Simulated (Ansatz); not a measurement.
# As: the cost of one run

Program: Ansatz 0.2.0. Level of theory: DFT PBE, scalar-relativistic, plane waves, PAW. These are calculated values, not measurements.

2 further runs of the same task are left out: 1 that didn't finish, 1 set aside as unsound or not needed.

## 1. The structure to begin with

It takes space group R-3m (No. 166, trigonal). Conventional cell: a = 3.759 Å, b = 3.759 Å, c = 10.457 Å, α = 90.00°, β = 90.00°, γ = 120.00°. Around As (site symmetry 3m) lie 3 As at 2.52 Å.

Coordinates:

```
As
1.0
     1.87975    1.08527    3.48577
    -1.87975    1.08527    3.48577
     0.00000   -2.17055    3.48577
As
2
Direct
  0.22754 0.22754 0.22754
  0.77246 0.77246 0.77246
```

The structure comes from the Crystallography Open Database.

## 2. A distortion that keeps the symmetry

What differs from the listed cell: strain xx, yy, zz, yz, xz, xy = +2.7, +2.7, +4.2, +0.0, +0.0, +0.0 %; atoms moved by 0.25 Å root mean square, at most 0.25 Å.

Contents of input.yaml:

```yaml
crystal:
  lattice:
    - [1.9297883881, 1.1141638453, 3.6308477474]
    - [-1.9297883881, 1.1141638453, 3.6308477474]
    - [0.0, -2.2283276907, 3.6308477474]
  atoms:
    - { symbol: As, position: [0.2036332783, 0.2036332783, 0.2036332783] }
    - { symbol: As, position: [0.7963667217, 0.7963667217, 0.7963667217] }
basis:
  ecutwfc: 420
kpoints:
  mp_grid: { grid: [12, 12, 12] }
hamiltonian:
  xc: pbe
scf:
  occupations: { method: gaussian, width: 0.1 }
output:
  forces: true
  stress: true
  eigenvalues: true
```

Run with:

```bash
ansatz run input.yaml --threads 1 --pin off --max-ram 1331MiB --backend cpu --events-out ev --progress --plain --runs-dir out
```

Q: Estimate wall time and peak memory on 1 thread of an x86-64 CPU, shared host.

About 19 s, with a peak of 0.44 GiB.
